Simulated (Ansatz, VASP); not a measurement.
# Two plane-wave programs on SnH7

Contents of INCAR:

```
SYSTEM = SnH7
ALGO     = Normal         ! electronic algorithm
EDIFF    = 1E-7           ! SCF threshold, eV
EDIFFG   = -0.04          ! ionic threshold
ENCUT    = 600            ! plane-wave cutoff, eV
GGA      = PE             ! functional
IBRION   = 2              ! ionic algorithm
ISIF     = 3              ! what is computed and relaxed
ISMEAR   = 0              ! smearing method
LASPH    = .True.         ! aspherical terms in the spheres
LCHARG   = .False.        ! write CHGCAR
LREAL    = .False.        ! projectors in reciprocal space
LWAVE    = .False.        ! write WAVECAR
NELM     = 80             ! most SCF steps
NSW      = 90             ! ionic steps
PREC     = Accurate       ! precision mode
SIGMA    = 0.1            ! smearing width, eV
```

File KPOINTS:

```
k-points
0
Gamma
  6 6 6
  0 0 0
```

Contents of POSCAR:

```
SnH7
1.0
    0.0000000000      2.9497392661      2.9497392661
    2.9497392661      0.0000000000      2.9497392661
    2.9497392661      2.9497392661      0.0000000000
Sn H
1 7
Direct
    0.0000000000      0.0000000000      0.0000000000
    0.5000000000      0.5000000000      0.5000000000
    0.5000000000      0.0000000000      0.0000000000
    0.5000000000      0.0000000000      0.5000000000
    0.0000000000      0.5000000000      0.5000000000
    0.0000000000      0.5000000000      0.0000000000
    0.5000000000      0.5000000000      0.0000000000
    0.0000000000      0.0000000000      0.5000000000
```

Input for Ansatz:

```yaml
crystal:
  lattice:
    - [0.0, 2.9497392661, 2.9497392661]
    - [2.9497392661, 0.0, 2.9497392661]
    - [2.9497392661, 2.9497392661, 0.0]
  atoms:
    - { symbol: Sn, position: [0.0, 0.0, 0.0] }
    - { symbol: H, position: [0.5, 0.5, 0.5] }
    - { symbol: H, position: [0.5, 0.0, 0.0] }
    - { symbol: H, position: [0.5, 0.0, 0.5] }
    - { symbol: H, position: [0.0, 0.5, 0.5] }
    - { symbol: H, position: [0.0, 0.5, 0.0] }
    - { symbol: H, position: [0.5, 0.5, 0.0] }
    - { symbol: H, position: [0.0, 0.0, 0.5] }
basis:
  ecutwfc: 420
kpoints:
  mp_grid: { grid: [6, 6, 6] }
hamiltonian:
  xc: pbe
scf:
  occupations: { method: gaussian, width: 0.1 }
  lower_state_search: "off"
output:
  forces: true
  stress: true
  eigenvalues: true
relax:
  adjacent_minimum: "off"
  f_tol: 0.04
  max_steps: 70
  cell: { stress_tol: 0.4 }
```

Change from the starting cell: species swapped into the CuPt7 type (Fm-3m, No. 225).

Alike in both runs: task relaxation of cell and atoms; functional PBE; k mesh 6 × 6 × 6; occupations gaussian, width 0.1 eV; no spin polarisation.

|  | VASP | Ansatz |
| --- | --- | --- |
| version | VASP 6.6.1 | Ansatz 0.2.0 |
| potentials or method | VASP PAW PBE potentials, release 64 (Sn_d, H) | scalar-relativistic, plane waves, PAW |
| plane-wave cutoff (eV) | 600 | 420 |
| valence electrons in the cell | 21 | 21 |

|  | VASP | Ansatz | Ansatz less VASP |
| --- | --- | --- | --- |
| gap on the k mesh at the Fermi level, each at its own relaxed structure (eV) | none | none | - |
| relaxed volume (Å³/atom) | 6.42 | 6.42 | 0.000 |
| relaxed cell length with the largest relative difference (Å) | 4.172 | 4.172 | 0.0000 |

A gap of «none» marks a metal or a gap that the smearing closes.

Caveats: the relaxation stopped at its first step, so nothing moved.
